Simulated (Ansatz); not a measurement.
# FeSi (P2_13) in Ansatz: band structure with PBE

Aim: the band structure of FeSi with PBE.

All numbers are computed with Ansatz 0.2.0; they aren't measurements. Logs are shortened: lines on timing, memory, paths and dates and some standing lists are left out, and cuts for length are marked.

## Step 1: Starting point

Symmetry: P2_13, No. 198, cubic system. Conventional cell: a = 4.551 Å, b = 4.551 Å, c = 4.551 Å, α = 90.00°, β = 90.00°, γ = 90.00°. Fe (site symmetry 3) has 7 Si at 2.32 to 2.55 Å as nearest neighbours. Around Si (site symmetry 3) lie 7 Fe at 2.32 to 2.55 Å.

## Step 2: Band structure, PBE, collinear spin, ferromagnetic start

Contents of input.yaml:

```yaml
crystal:
  lattice:
    - [4.5507, 0.0, 0.0]
    - [0.0, 4.5507, 0.0]
    - [0.0, 0.0, 4.5507]
  atoms:
    - { symbol: Fe, position: [0.86348, 0.63652, 0.36348], spin: 3.0 }
    - { symbol: Fe, position: [0.63652, 0.36348, 0.86348], spin: 3.0 }
    - { symbol: Fe, position: [0.36348, 0.86348, 0.63652], spin: 3.0 }
    - { symbol: Fe, position: [0.13652, 0.13652, 0.13652], spin: 3.0 }
    - { symbol: Si, position: [0.1576, 0.3424, 0.6576] }
    - { symbol: Si, position: [0.3424, 0.6576, 0.1576] }
    - { symbol: Si, position: [0.6576, 0.1576, 0.3424] }
    - { symbol: Si, position: [0.8424, 0.8424, 0.8424] }
hamiltonian:
  xc: pbe
  pseudopotentials: { kind: paw }
magnetization:
  spin_polarized: true
kpoints:
  mp_grid: { grid: [6, 6, 6] }
  band_path:
    path:
      - [[0.0, 0.0, 0.0], [0.0, 0.5, 0.0], [0.5, 0.5, 0.0], [0.0, 0.0, 0.0], [0.5, 0.5, 0.5], [0.0, 0.5, 0.0]]
      - [[0.5, 0.5, 0.0], [0.5, 0.5, 0.5]]
    npoints: 10
scf:
  occupations: { method: fermi_dirac, width: 0.05 }
  n_extra_bands: 20
output:
  forces: true
  stress: true
  eigenvalues: true
  fatbands: true
```

Potentials or basis: Ansatz PAW.

Run with:

```
$ ansatz run input.yaml --threads 4 --pin off --max-ram 11264MiB --backend cpu --events-out ev --progress --plain --runs-dir out
```

The log of the run:

```text
Warning: RAYON_NUM_THREADS=4 ignored (pool sized by the plan → 4); use --threads N
scf.n_extra_bands = 20 over 40 filled bands (N_el = 80.0): the run solves 60 bands
Engine: ansatz 0.2.0, aarch64-unknown-linux-gnu
Pseudopotentials: kind: paw
Pseudopotential: Fe, paw, valence charge 16, recommended cutoff 420 eV (normal), Fe.paw.azcp
Pseudopotential: Si, paw, valence charge 4, recommended cutoff 420 eV (normal), Si.paw.azcp
Functional definition: PBE
  parameter kappa = 0.804
  parameter beta = 0.06672455060314922
  exchange = pbe_x(kappa = kappa, mu = beta*pi^2/3)
  correlation = pbe_c(beta = beta)
Crystal: 8 atoms, lattice volume = 94.240 Å³
Basis set: ecut = 420 eV, 1839 PW (Γ), exchange–correlation on 64×64×64 points (8 copies of the dense FFT grid, shifted against one another)
Bands: 60, of which v1, the nominal top of the filled ones, is band 40 counted from 1 (39 counted from 0)
Symmetry: 12 space group operations
Space group: P213 (ITA 198), of the structure as read, at distance tolerance 4.6e-5 Å
Magnetic group: BNS 198.9 (UNI 1511), of the structure as read, at distance tolerance 4.6e-5 Å
k-points: 24 of 216 (time reversal used)
Non-local potential: Fe, projectors of the file, l = 0: 3, l = 1: 2, l = 2: 3, l = 3: 1
Non-local potential: Si, projectors of the file, l = 0: 2, l = 1: 2, l = 2: 2
PAW form: soft (Blöchl's): semilocal exchange-correlation on the pseudo side does not see the compensation charge
PAW one-centre angular grid: Fe, 590 points (default); XC on 64 Gauss nodes
PAW one-centre angular grid: Si, 110 points (default); XC on 64 Gauss nodes
Initial density: superposition of atomic densities (chi_scale 0.1, normalization cell)
Starting moments: Σ|m| = 12 μB on 4 of 8 sites
Initial wavefunctions: pseudopotential atomic-orbital guess
Functional: x = pbe(κ = 0.804, μ = 0.2195149727645171), c = pbe(β = 0.06672455060314922)
SCF iter   1: F=—  HF=-20468.813458 eV  |F-HF|=—  |Δ(HF+E_count)|=         —  Δρ=1.74e-1 (↑1.74e-1 ↓8.87e-2)  dr2=6.47e0  dr2_m=1.42e1  M=4.186 μB ∫|m|=5.412 μB  β_m=0.30  ethr=3.10e-3  ⟨swp⟩=6.0  Hψ=11202  notcnv=0  defer=59
Mixer restart at iter 1: flushing history
preconditioner: auto → Kerker (q_TF=auto, 2.655 Å⁻¹)  [metal: Δε(μ)=0.052 eV  Ē_g=8.668 eV  σ=0.050 eV  W_gap=0.24  n_scr=26 (ndim 8)  ℏωp=26.5 eV  f_vac=0.000  D(μ)=6.18/eV (n_scr^D=80)]
spin=Collinear: Kerker preconditioning applied to the charge; magnetization (m = ρ↑ − ρ↓) channel mixes plain (no charge-response kernel on spin).
SCF iter   2: F=—  HF=-20465.493060 eV  |F-HF|=—  |Δ(HF+E_count)|=    3.32e0  Δρ=9.10e-2 (↑9.10e-2 ↓8.53e-2)  dr2=9.94e-1  dr2_m=6.50e0  M=4.262 μB ∫|m|=5.519 μB  β_m=0.51  ethr=3.10e-3  ⟨swp⟩=2.1  Hψ=4570  notcnv=0  defer=480
SCF iter   3: F=—  HF=-20468.877871 eV  |F-HF|=—  |Δ(HF+E_count)|=    3.38e0  Δρ=4.34e-2 (↑4.34e-2 ↓2.93e-2)  dr2=5.69e-1  dr2_m=1.02e0  M=4.003 μB ∫|m|=5.098 μB  β_m=0.58  ethr=1.24e-3  ⟨swp⟩=3.0  Hψ=5411  notcnv=0  defer=480
SCF iter   4: F=—  HF=-20469.120588 eV  |F-HF|=—  |Δ(HF+E_count)|=   2.43e-1  Δρ=1.40e-2 (↑6.87e-3 ↓1.40e-2)  dr2=6.30e-1  dr2_m=1.53e-2  M=3.787 μB ∫|m|=4.771 μB  β_m=0.75  ethr=7.11e-4  ⟨swp⟩=2.5  Hψ=5139  notcnv=0  defer=489
SCF iter   5: F=—  HF=-20468.887125 eV  |F-HF|=—  |Δ(HF+E_count)|=   2.33e-1  Δρ=9.78e-3 (↑9.78e-3 ↓9.45e-3)  dr2=2.59e-1  dr2_m=5.15e-4  M=3.513 μB ∫|m|=4.363 μB  β_m=0.87  ethr=7.11e-4  ⟨swp⟩=2.8  Hψ=4608  notcnv=0  defer=489
SCF iter   6: F=—  HF=-20468.972546 eV  |F-HF|=—  |Δ(HF+E_count)|=   8.54e-2  Δρ=4.81e-3 (↑4.37e-3 ↓4.81e-3)  dr2=6.28e-2  dr2_m=1.00e-4  M=3.621 μB ∫|m|=4.494 μB  β_m=0.94  ethr=3.24e-4  ⟨swp⟩=2.1  Hψ=3753  notcnv=0  defer=488
SCF iter   7: F=—  HF=-20468.982315 eV  |F-HF|=—  |Δ(HF+E_count)|=   9.77e-3  Δρ=1.42e-3 (↑4.46e-4 ↓1.42e-3)  dr2=2.53e-3  dr2_m=2.54e-4  M=3.697 μB ∫|m|=4.587 μB  β_m=0.97  ethr=7.85e-5  ⟨swp⟩=2.0  Hψ=3929  notcnv=0  defer=488
SCF iter   8: F=—  HF=-20468.982772 eV  |F-HF|=—  |Δ(HF+E_count)|=   4.56e-4  Δρ=2.53e-4 (↑2.53e-4 ↓5.38e-5)  dr2=6.72e-5  dr2_m=1.53e-5  M=3.726 μB ∫|m|=4.625 μB  β_m=0.98  ethr=3.17e-6  ⟨swp⟩=2.3  Hψ=4180  notcnv=0  defer=488
SCF iter   9: F=—  HF=-20468.982724 eV  |F-HF|=—  |Δ(HF+E_count)|=   4.72e-5  Δρ=7.48e-5 (↑7.48e-5 ↓3.45e-5)  dr2=1.15e-5  dr2_m=3.98e-7  M=3.728 μB ∫|m|=4.629 μB  β_m=0.99  ethr=8.40e-8  ⟨swp⟩=1.8  Hψ=3414  notcnv=0  defer=488
SCF iter  10: F=—  HF=-20468.982723 eV  |F-HF|=—  |Δ(HF+E_count)|=   1.39e-6  Δρ=1.14e-5 (↑1.14e-5 ↓3.23e-6)  dr2=1.50e-7  dr2_m=2.01e-8  M=3.728 μB ∫|m|=4.629 μB  β_m=1.00  ethr=1.44e-8  ⟨swp⟩=1.9  Hψ=3426  notcnv=0  defer=488
SCF iter  11: F=—  HF=-20468.982723 eV  |F-HF|=—  |Δ(HF+E_count)|=   2.22e-8  Δρ=2.51e-6 (↑2.51e-6 ↓5.75e-7)  dr2=3.45e-9  dr2_m=1.69e-9  M=3.728 μB ∫|m|=4.629 μB  β_m=0.97  ethr=1.87e-10  ⟨swp⟩=1.7  Hψ=3330  notcnv=0  defer=488
SCF iter  12: F=-20468.982723 eV  HF=-20468.982723 eV  |F-HF|=1.39e-9  |Δ(HF+E_count)|=  6.22e-10  Δρ=8.20e-7 (↑5.49e-7 ↓8.20e-7)  dr2=1.50e-9  dr2_m=1.90e-11  M=3.728 μB ∫|m|=4.629 μB  ethr=4.32e-12  ⟨swp⟩=7.3  Hψ=12839  notcnv=0
SCF 1 converged in 12 iterations: F = -20468.982723 eV  dr2 = 1.50e-9
NSCF: frozen V_eff on 62 k-points
SCF converged after 12 iterations
Magnetization: 3.7281 μB (41.8641 up, 38.1359 down)
Absolute magnetization: 4.6290 μB (∫|ρ↑−ρ↓|, with the PAW one-centre terms)
Spin contamination: 0.0862 ħ² per cell (⟨S²⟩ above its minimum at these occupations)
Per-site moments (μB) at R_I (Å): [(1.0178796154257548, 0.9562849999618926), (1.0178796154257548, 0.9562849999618926), (1.0178796154257557, 0.9562849999618926), (1.0178796154257554, 0.9562849999618926), (-0.04938278207117848, 0.9562849999618926), (-0.04938278207117853, 0.9562849999618926), (-0.04938278207117841, 0.9562849999618926), (-0.04938278207117865, 0.9562849999618926)]
Free energy (F): -20468.982723 eV
Harris-Foulkes:  -20468.982723 eV  (|F-HF|=1.39e-9)
Internal energy: -20468.922491 eV  (E = F + TS)
E sigma→0 (E₀):  -20468.952607 eV
Entropy (-TS):   -0.060232 eV (-7.529 meV/atom)
Fermi energy:    15.465493 eV
--- Per-component energies (eV) ---
  E_band       = -890.951593
  E_kinetic    = 1592.697270
  E_local      = -10807.025260  (includes V_loc(G=0)·N_el)
  E_nonlocal   = 958.446013
  E_hartree    = 4684.825134
  E_xc         = -702.771201
  E_vxc        = -808.614017  (∫ρ·V_xc dr)
  E_paw        = -7509.775558  (= ΣΔE_a)
  E_vpaw       = -1196.114495  (= ΣTr[D̂ρ^β])
  E_aug_tail   = 0.003390  (compensation charges beyond the density's cutoff)
  E_ewald      = -8685.322279
  E_smearing   = -0.060232  (= −TS)
  E_closure    = -0.000000  (closes the sum)
  Σ components = -20468.982723   (vs F -20468.982723, Δ=0.00e0)
--- Forces (eV/Å), atoms counted from 1 ---
  atom   1  Fe     0.02348498    -0.02348498     0.02348498
  atom   2  Fe    -0.02348498     0.02348498     0.02348498
  atom   3  Fe     0.02348498     0.02348498    -0.02348498
  atom   4  Fe    -0.02348498    -0.02348498    -0.02348498
  atom   5  Si    -0.05377971     0.05377971    -0.05377971
  atom   6  Si     0.05377971    -0.05377971    -0.05377971
  atom   7  Si    -0.05377971    -0.05377971     0.05377971
  atom   8  Si     0.05377971     0.05377971     0.05377971
  max |Σ_I F_I| component: 1.94e-16 eV/Å
--- Stress (GPa, compression-positive) ---
      -10.432038       0.000000      -0.000000
        0.000000     -10.432038       0.000000
       -0.000000       0.000000     -10.432038
  P = ⅓ Tr σ = -10.4320 GPa (-104.320 kbar)
--- Band table (eV; the first three rows and the last of 48) ---
  k-point 0 ↑: bands = ["-71.8007", "-71.7871", "-71.7871", "-71.7871", "-37.9110", "-37.9110", "-37.9110", "-37.8889", "-37.8889", "-37.8889", "-37.8679", "-37.8679", "-37.8413", "-37.8413", "-37.8413", "-37.8319", "2.6333", "7.7347", "7.7347", "7.7347", "10.4814", "10.4814", "10.4814", "11.9962", "11.9962", "11.9962", "12.4752", "12.5445", "12.5445", "12.7849", "12.7849", "12.7849", "13.3536", "13.3536", "13.3536", "14.7066", "14.7066", "14.7066", "14.7683", "14.7683", "15.5042", "15.5042", "15.5042", "17.9470", "17.9470", "17.9470", "18.4738", "18.4738", "19.0873", "19.0873", "19.0873", "20.5900", "21.6499", "21.6499", "21.6499", "23.5688", "23.5688", "23.5688", "24.7460", "25.3772"]
  k-point 1 ↑: bands = ["-71.8000", "-71.7893", "-71.7869", "-71.7858", "-37.9195", "-37.9138", "-37.9013", "-37.8946", "-37.8915", "-37.8781", "-37.8665", "-37.8650", "-37.8431", "-37.8420", "-37.8420", "-37.8339", "2.8295", "6.7297", "7.8502", "8.4093", "9.9512", "10.5982", "11.1201", "11.3370", "11.6076", "12.3186", "12.5914", "12.6703", "12.7552", "12.7729", "12.8267", "12.8508", "13.2053", "13.3473", "13.6241", "14.4876", "14.5567", "14.7191", "14.7732", "14.9141", "15.2794", "15.4267", "15.9860", "17.3267", "17.5036", "17.7990", "17.9129", "18.8171", "19.3695", "19.4251", "19.6782", "20.8469", "21.1347", "22.3598", "22.4168", "22.7234", "22.7470", "23.6991", "24.1421", "25.7800"]
  k-point 2 ↑: bands = ["-71.7981", "-71.7922", "-71.7863", "-71.7854", "-37.9239", "-37.9194", "-37.9015", "-37.8966", "-37.8850", "-37.8666", "-37.8662", "-37.8594", "-37.8462", "-37.8441", "-37.8436", "-37.8394", "3.4063", "5.4928", "8.1769", "8.8269", "9.7724", "10.6834", "10.8237", "11.1200", "11.8156", "12.0248", "12.6599", "12.7078", "12.7998", "12.8207", "12.9144", "13.0782", "13.1961", "13.4756", "13.7117", "14.1387", "14.4935", "14.6110", "14.8175", "14.8782", "15.1882", "15.2250", "16.4648", "16.9649", "16.9866", "17.1955", "18.3305", "19.2825", "19.7495", "19.8173", "20.4010", "20.9010", "21.0301", "21.4119", "21.7775", "22.6196", "23.8891", "24.6194", "24.6826", "25.7889"]
  k-point 23 ↓: bands = ["-70.6006", "-70.6006", "-70.6006", "-70.6006", "-36.7698", "-36.7698", "-36.7698", "-36.7698", "-36.7109", "-36.7109", "-36.7109", "-36.7109", "-36.6595", "-36.6595", "-36.6595", "-36.6595", "6.5310", "6.5310", "6.5310", "6.5310", "9.1736", "9.1736", "9.1736", "9.1736", "13.3834", "13.3834", "13.3834", "13.3834", "13.3910", "13.3910", "13.3910", "13.3910", "15.1131", "15.1131", "15.1131", "15.1131", "15.2242", "15.2242", "15.2242", "15.2242", "16.4051", "16.4051", "16.4051", "16.4051", "20.5410", "20.5410", "20.5410", "20.5410", "21.2029", "21.2029", "21.2029", "21.2029", "23.3326", "23.3326", "23.3326", "23.3326", "25.0791", "25.0791", "25.0791", "25.0791"]
```

Wall time 39 s (4 threads of Arm Neoverse V1, shared host); peak memory 0.65 GiB.

What came out:

```yaml
Free_energy: -20468.9827 eV
Pressure: -10.4 GPa
Largest_force: 0.093 eV/Å
Band_gap_on_the_k_mesh: none (metal or under the smearing width)
Net_moment: 3.73 μB per cell
Absolute_moment: 4.63 μB per cell
Site_moments: Fe +1.02; Si -0.05 μB
```

Forces in eV/Å, atoms in the order of the input:
```
Fe   0.023 -0.023  0.023
Fe  -0.023  0.023  0.023
Fe   0.023  0.023 -0.023
Fe  -0.023 -0.023 -0.023
Si  -0.054  0.054 -0.054
Si   0.054 -0.054 -0.054
Si  -0.054 -0.054  0.054
Si   0.054  0.054  0.054
```

Levels at the corners of the path, in eV from the Fermi level:
Spin up:
```
point  band 38  band 39  band 40  band 41  band 42  band 43  band 44  band 45  band 46  band 47
    Γ    -0.76    -0.70    -0.70     0.04     0.04     0.04     2.48     2.48     2.48     3.01
    X    -0.94    -0.58    -0.58    -0.39    -0.39     1.12     1.12     1.48     1.48     4.34
    M    -1.34    -0.92    -0.92     0.08     0.08     0.62     0.62     2.08     2.08     2.55
    Γ    -0.76    -0.70    -0.70     0.04     0.04     0.04     2.48     2.48     2.48     3.01
    R    -1.01    -1.01    -1.01    -0.15    -0.15    -0.15    -0.15     5.07     5.07     5.07
    X    -0.94    -0.58    -0.58    -0.39    -0.39     1.12     1.12     1.48     1.48     4.34
    M    -1.34    -0.92    -0.92     0.08     0.08     0.62     0.62     2.08     2.08     2.55
    R    -1.01    -1.01    -1.01    -0.15    -0.15    -0.15    -0.15     5.07     5.07     5.07
```
Spin down:
| point | band 34 | band 35 | band 36 | band 37 | band 38 | band 39 | band 40 | band 41 | band 42 | band 43 |
| --- | --- | --- | --- | --- | --- | --- | --- | --- | --- | --- |
| Γ | -1.58 | -1.58 | 0.10 | 0.10 | 0.10 | 0.32 | 0.32 | 1.14 | 1.14 | 1.14 |
| X | -1.40 | -0.75 | -0.75 | 0.00 | 0.00 | 0.33 | 0.33 | 0.72 | 0.72 | 1.96 |
| M | -0.91 | -0.73 | -0.73 | -0.62 | -0.62 | 0.03 | 0.03 | 1.05 | 1.05 | 1.51 |
| Γ | -1.58 | -1.58 | 0.10 | 0.10 | 0.10 | 0.32 | 0.32 | 1.14 | 1.14 | 1.14 |
| R | -0.35 | -0.35 | -0.35 | -0.24 | -0.24 | -0.24 | -0.24 | 0.94 | 0.94 | 0.94 |
| X | -1.40 | -0.75 | -0.75 | 0.00 | 0.00 | 0.33 | 0.33 | 0.72 | 0.72 | 1.96 |
| M | -0.91 | -0.73 | -0.73 | -0.62 | -0.62 | 0.03 | 0.03 | 1.05 | 1.05 | 1.51 |
| R | -0.35 | -0.35 | -0.35 | -0.24 | -0.24 | -0.24 | -0.24 | 0.94 | 0.94 | 0.94 |
